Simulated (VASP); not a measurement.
Here is a VASP 6.6.1 calculation.

File INCAR:

```
SYSTEM = CdSe
PREC = Accurate
ENCUT = 520
EDIFF = 1E-7
ISMEAR = 0
SIGMA = 0.02
LREAL = .FALSE.
LASPH = .TRUE.
NELM = 100
ALGO = Fast
ISIF = 3
LWAVE = .FALSE.
LCHARG = .FALSE.
GGA = PE
IBRION = 2
NSW = 80
EDIFFG = -0.002
```

File KPOINTS:

```
Automatic mesh
0
G
  3 3 2
  0 0 0
```

Contents of POSCAR:

```
CdSe
1.0
    4.3000000000      0.0000000000      0.0000000000
   -2.1500000000      3.7239092400      0.0000000000
    0.0000000000      0.0000000000      7.0200000000
Cd Se
2 2
Direct
    0.3333333300      0.6666666700      0.0000000000
    0.6666666700      0.3333333300      0.5000000000
    0.3333333300      0.6666666700      0.3850000000
    0.6666666700      0.3333333300      0.8850000000
```

Potentials or basis: VASP PAW PBE potentials, release 64 (Cd, Se).

Launch:

```console
$ cat potpaw_PBE.64/Cd/POTCAR potpaw_PBE.64/Se/POTCAR > POTCAR
$ mpirun -np 1 vasp_std > vasp.out
```

Problem. Estimate the relaxed cell.

Solution. a = 4.423 Å, b = 4.423 Å, c = 7.115 Å, α = 90.00°, β = 90.00°, γ = 120.00°.

Problem. What does it give for the band gap on the k mesh?

Solution. 0.50 eV, direct.

Problem. Estimate the relaxed volume.

Solution. 30.13 Å³/atom.

The path:
```
step  energy change (eV)  largest force (eV/Å)  pressure (GPa)  volume (Å³)
   1              0.0000                0.3465            3.75       112.41
   2             -0.1057                0.0436           -1.01       123.42
   3             -0.1139                0.0963           -0.13       120.84
   4             -0.1139                0.0924           -0.20       121.02
   5             -0.1155                0.0408           -0.06       120.65
   6             -0.1157                0.0211            0.00       120.51
   7             -0.1161                0.0188            0.02       120.43
   8             -0.1166                0.0125            0.12       120.21
   9             -0.1167                0.0024           -0.08       120.73
  10             -0.1168                0.0064           -0.01       120.55
  11             -0.1168                0.0060           -0.01       120.55
  12             -0.1168                0.0012            0.00       120.54
```

Caveat: the k mesh is coarse (spacing up to 0.56 Å⁻¹), so the values aren't converged. Zero-point motion and thermal expansion aren't in these numbers.
